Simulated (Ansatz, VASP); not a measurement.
**SiC in VASP and in Ansatz**

The input INCAR:

```
PREC = Accurate
ENCUT = 520
EDIFF = 1E-7
ISMEAR = 0
SIGMA = 0.05
LREAL = F
LASPH = T
NELM = 60
ALGO = Normal
ISIF = 2
LWAVE = F
LCHARG = F
GGA = PS
NBANDS = 26
```

KPOINTS

```
Automatic mesh
0
Gamma
  12 12 4
```

The input POSCAR:

```
SiC
1.0
    3.1499000000      0.0000000000      0.0000000000
   -1.5749500000      2.7278934194      0.0000000000
    0.0000000000      0.0000000000      9.2697000000
Si C
4 4
Direct
    0.6666666667      0.3333333333      0.9378278494
    0.3333333333      0.6666666667      0.4378278494
    0.0000000000      0.0000000000      0.6878973398
    0.0000000000      0.0000000000      0.1878973398
    0.6666666667      0.3333333333      0.7498191768
    0.3333333333      0.6666666667      0.2498191768
    0.0000000000      0.0000000000      0.5004546340
    0.0000000000      0.0000000000      0.0004546340
```

Input for Ansatz:

```yaml
crystal:
  lattice:
    - [3.1499, 0.0, 0.0]
    - [-1.57495, 2.7278934194, 0.0]
    - [0.0, 0.0, 9.2697]
  atoms:
    - { symbol: Si, position: [0.6666666667, 0.3333333333, 0.9378278494] }
    - { symbol: Si, position: [0.3333333333, 0.6666666667, 0.4378278494] }
    - { symbol: Si, position: [0.0, 0.0, 0.6878973398] }
    - { symbol: Si, position: [0.0, 0.0, 0.1878973398] }
    - { symbol: C, position: [0.6666666667, 0.3333333333, 0.7498191768] }
    - { symbol: C, position: [0.3333333333, 0.6666666667, 0.2498191768] }
    - { symbol: C, position: [0.0, 0.0, 0.500454634] }
    - { symbol: C, position: [0.0, 0.0, 0.000454634] }
basis:
  ecutwfc: 520.0
kpoints:
  mp_grid: { grid: [12, 12, 4] }
hamiltonian:
  xc: pbesol
  pseudopotentials: { kind: paw, azcp: { folder: soft_1 } }
scf:
  occupations: { method: gaussian, width: 0.05 }
output:
  forces: true
  stress: true
  eigenvalues: true
```

Alike in both runs: task single point; functional PBEsol; k mesh 12 × 12 × 4; occupations gaussian, width 0.05 eV; no spin polarisation.

```csv
,VASP,Ansatz
version,VASP 6.6.1,Ansatz 0.2.0
potentials or method,"VASP PAW PBE potentials, release 64 (Si, C)","scalar-relativistic, plane waves, PAW"
plane-wave cutoff (eV),520,520
valence electrons in the cell,32,32
```

Ansatz gave:

| Item | Value |
| --- | --- |
| gap on the k mesh at the Fermi level (eV) | 1.47 |
| least direct gap on the mesh (eV) | 2.60 |
| pressure (GPa) | 12.6 |
| largest component of the traceless stress (GPa) | 46.86 |
| rms of the force components (eV/Å) | 1.170 |

Question: What did VASP give for the same quantities?

Answer: gap on the k mesh at the Fermi level (eV): 1.45; least direct gap on the mesh (eV): 2.59; pressure (GPa): 12.9; largest component of the traceless stress (GPa): 47.16; rms of the force components (eV/Å): 1.179.

Atom by atom the forces differ by 0.008 eV/Å (rms over components). With one functional, cell and mesh, what is left measures potentials, basis and numerics. Ansatz warned: «pseudo_functional_mismatch».

Caveats: the PAW data sets were made with another functional, which shifts forces and pressure a little (VASP). A hybrid or GW would open this gap; PBEsol tends to underestimate it. A k mesh can miss the band edges.
